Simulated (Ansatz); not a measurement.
# WS2: the cost of one run

Method: DFT PBE, scalar-relativistic, plane waves, PAW, in Ansatz 0.2.0.

## (1) The system as given

It takes space group P-3m1 (No. 164, trigonal). The conventional cell has a = 3.183 Å, b = 3.183 Å, c = 23.669 Å, α = 90.00°, β = 90.00°, γ = 120.00°. W (site symmetry 3m) has 6 S at 2.41 Å in its first shell of neighbours. S (site symmetry 3m) has 3 W at 2.41 Å in its first shell of neighbours.

Coordinates:

```cif
data_structure
_symmetry_space_group_name_H-M 'P 1'
_symmetry_Int_Tables_number 1
_cell_length_a 9.5496
_cell_length_b 9.5496
_cell_length_c 23.6688
_cell_angle_alpha 90.000
_cell_angle_beta 90.000
_cell_angle_gamma 120.000
_cell_volume 1869.30
loop_
_atom_site_label
_atom_site_type_symbol
_atom_site_fract_x
_atom_site_fract_y
_atom_site_fract_z
_atom_site_occupancy
W1 W 0.11111 0.22222 0.63732 1
W2 W 0.11111 0.55556 0.63732 1
W3 W 0.11111 0.88889 0.63732 1
W4 W 0.44444 0.22222 0.63732 1
W5 W 0.44444 0.55556 0.63732 1
W6 W 0.44444 0.88889 0.63732 1
W7 W 0.77778 0.22222 0.63732 1
W8 W 0.77778 0.55556 0.63732 1
W9 W 0.77778 0.88889 0.63732 1
W10 W 0.22222 0.11111 0.36268 1
W11 W 0.22222 0.44444 0.36268 1
W12 W 0.22222 0.77778 0.36268 1
W13 W 0.55556 0.11111 0.36268 1
W14 W 0.55556 0.44444 0.36268 1
W15 W 0.55556 0.77778 0.36268 1
W16 W 0.88889 0.11111 0.36268 1
W17 W 0.88889 0.44444 0.36268 1
W18 W 0.88889 0.77778 0.36268 1
S1 S 0.11111 0.22222 0.29682 1
S2 S 0.11111 0.55556 0.29682 1
S3 S 0.11111 0.88889 0.29682 1
S4 S 0.44444 0.22222 0.29682 1
S5 S 0.44444 0.55556 0.29682 1
S6 S 0.44444 0.88889 0.29682 1
S7 S 0.77778 0.22222 0.29682 1
S8 S 0.77778 0.55556 0.29682 1
S9 S 0.77778 0.88889 0.29682 1
S10 S 0.22222 0.11111 0.57144 1
S11 S 0.22222 0.44444 0.57144 1
S12 S 0.22222 0.77778 0.57144 1
S13 S 0.55556 0.11111 0.57144 1
S14 S 0.55556 0.44444 0.57144 1
S15 S 0.55556 0.77778 0.57144 1
S16 S 0.88889 0.11111 0.57144 1
S17 S 0.88889 0.44444 0.57144 1
S18 S 0.88889 0.77778 0.57144 1
S19 S 0.11111 0.22222 0.42856 1
S20 S 0.11111 0.55556 0.42856 1
S21 S 0.11111 0.88889 0.42856 1
S22 S 0.44444 0.22222 0.42856 1
S23 S 0.44444 0.55556 0.42856 1
S24 S 0.44444 0.88889 0.42856 1
S25 S 0.77778 0.22222 0.42856 1
S26 S 0.77778 0.55556 0.42856 1
S27 S 0.77778 0.88889 0.42856 1
S28 S 0.22222 0.11111 0.70318 1
S29 S 0.22222 0.44444 0.70318 1
S30 S 0.22222 0.77778 0.70318 1
S31 S 0.55556 0.11111 0.70318 1
S32 S 0.55556 0.44444 0.70318 1
S33 S 0.55556 0.77778 0.70318 1
S34 S 0.88889 0.11111 0.70318 1
S35 S 0.88889 0.44444 0.70318 1
S36 S 0.88889 0.77778 0.70318 1
```

The runs take a perfect supercell of 54 atoms; the defect goes to fractional position (0.583, 0.083, 0.500).

## (2) The perfect supercell

File input.yaml:

```yaml
crystal:
  lattice:
    - [9.549626, 0.0, 0.0]
    - [-4.774813, 8.270218, 0.0]
    - [0.0, 0.0, 23.668763]
  atoms:
    - { symbol: W, position: [0.111111, 0.222222, 0.637318] }
    - { symbol: W, position: [0.111111, 0.555556, 0.637318] }
    - { symbol: W, position: [0.111111, 0.888889, 0.637318] }
    - { symbol: W, position: [0.444444, 0.222222, 0.637318] }
    - { symbol: W, position: [0.444444, 0.555556, 0.637318] }
    - { symbol: W, position: [0.444444, 0.888889, 0.637318] }
    - { symbol: W, position: [0.777778, 0.222222, 0.637318] }
    - { symbol: W, position: [0.777778, 0.555556, 0.637318] }
    - { symbol: W, position: [0.777778, 0.888889, 0.637318] }
    - { symbol: W, position: [0.222222, 0.111111, 0.362682] }
    - { symbol: W, position: [0.222222, 0.444444, 0.362682] }
    - { symbol: W, position: [0.222222, 0.777778, 0.362682] }
    - { symbol: W, position: [0.555556, 0.111111, 0.362682] }
    - { symbol: W, position: [0.555556, 0.444444, 0.362682] }
    - { symbol: W, position: [0.555556, 0.777778, 0.362682] }
    - { symbol: W, position: [0.888889, 0.111111, 0.362682] }
    - { symbol: W, position: [0.888889, 0.444444, 0.362682] }
    - { symbol: W, position: [0.888889, 0.777778, 0.362682] }
    - { symbol: S, position: [0.111111, 0.222222, 0.296816] }
    - { symbol: S, position: [0.111111, 0.555556, 0.296816] }
    - { symbol: S, position: [0.111111, 0.888889, 0.296816] }
    - { symbol: S, position: [0.444444, 0.222222, 0.296816] }
    - { symbol: S, position: [0.444444, 0.555556, 0.296816] }
    - { symbol: S, position: [0.444444, 0.888889, 0.296816] }
    - { symbol: S, position: [0.777778, 0.222222, 0.296816] }
    - { symbol: S, position: [0.777778, 0.555556, 0.296816] }
    - { symbol: S, position: [0.777778, 0.888889, 0.296816] }
    - { symbol: S, position: [0.222222, 0.111111, 0.571442] }
    - { symbol: S, position: [0.222222, 0.444444, 0.571442] }
    - { symbol: S, position: [0.222222, 0.777778, 0.571442] }
    - { symbol: S, position: [0.555556, 0.111111, 0.571442] }
    - { symbol: S, position: [0.555556, 0.444444, 0.571442] }
    - { symbol: S, position: [0.555556, 0.777778, 0.571442] }
    - { symbol: S, position: [0.888889, 0.111111, 0.571442] }
    - { symbol: S, position: [0.888889, 0.444444, 0.571442] }
    - { symbol: S, position: [0.888889, 0.777778, 0.571442] }
    - { symbol: S, position: [0.111111, 0.222222, 0.428558] }
    - { symbol: S, position: [0.111111, 0.555556, 0.428558] }
    - { symbol: S, position: [0.111111, 0.888889, 0.428558] }
    - { symbol: S, position: [0.444444, 0.222222, 0.428558] }
    - { symbol: S, position: [0.444444, 0.555556, 0.428558] }
    - { symbol: S, position: [0.444444, 0.888889, 0.428558] }
    - { symbol: S, position: [0.777778, 0.222222, 0.428558] }
    - { symbol: S, position: [0.777778, 0.555556, 0.428558] }
    - { symbol: S, position: [0.777778, 0.888889, 0.428558] }
    - { symbol: S, position: [0.222222, 0.111111, 0.703184] }
    - { symbol: S, position: [0.222222, 0.444444, 0.703184] }
    - { symbol: S, position: [0.222222, 0.777778, 0.703184] }
    - { symbol: S, position: [0.555556, 0.111111, 0.703184] }
    - { symbol: S, position: [0.555556, 0.444444, 0.703184] }
    - { symbol: S, position: [0.555556, 0.777778, 0.703184] }
    - { symbol: S, position: [0.888889, 0.111111, 0.703184] }
    - { symbol: S, position: [0.888889, 0.444444, 0.703184] }
    - { symbol: S, position: [0.888889, 0.777778, 0.703184] }
basis:
  ecutwfc: 420
  fft_grid_basis: typed
kpoints:
  mp_grid: { grid: [3, 3, 1] }
hamiltonian:
  xc: pbe
  pseudopotentials: { kind: paw }
scf:
  occupations: { method: gaussian, width: 0.05 }
output:
  forces: true
  stress: false
  eigenvalues: true
  bader: false
  write_density: true
  volumetric_format: npy
```

The run is started by

```bash
$ ansatz run input.yaml --threads 8 --pin off --max-ram 16384MiB --backend cpu --events-out ev --progress --plain --runs-dir out
```

**Question.** How long does this run take on 8 threads of Arm Neoverse V1, shared host, and how much memory does it need?

About 23 s, with a peak of 7.1 GiB.
